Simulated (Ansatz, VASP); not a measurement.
**Br: VASP beside Ansatz**

```
Br
1.0
     3.29459   -2.27514    0.00000
     3.29459    2.27514    0.00000
     0.00000    0.00000    8.52465
Br
4
Direct
  0.36510 0.63490 0.39010
  0.13490 0.86510 0.89010
  0.63490 0.36510 0.60990
  0.86510 0.13490 0.10990
```

Change from the starting cell: volume scaled by 0.94.

Alike in both runs: task single point; functional LDA; k mesh 7 × 7 × 3; occupations fermi-dirac, width 0.05 eV; no spin polarisation.

|  | VASP | Ansatz |
| --- | --- | --- |
| version | VASP 6.6.1 | Ansatz 0.2.0 |
| potentials or method | VASP PAW LDA potentials, release 64 (Br), cutoff 520 eV | all-electron LAPW, scalar-relativistic |

```csv
,VASP,Ansatz,Ansatz less VASP
gap on the k mesh at the Fermi level (eV),1.95,1.95,+0.007
least direct gap on the mesh (eV),1.97,1.98,+0.008
pressure (GPa),0.7,0.6,-0.05
largest component of the traceless stress (GPa),2.45,2.35,-0.094
rms of the force components (eV/Å),0.862,0.839,-0.0234
```

Atom by atom the forces differ by 0.023 eV/Å (rms over components). Ansatz ran all-electron here, so the differences hold the error of VASP's frozen core and of both bases.

Caveats: an odd mesh through Γ misses points on the zone boundary, where band edges often lie; forces of over 1 eV/Å show positions far from the minimum, so gaps and moduli don't describe the material at rest.
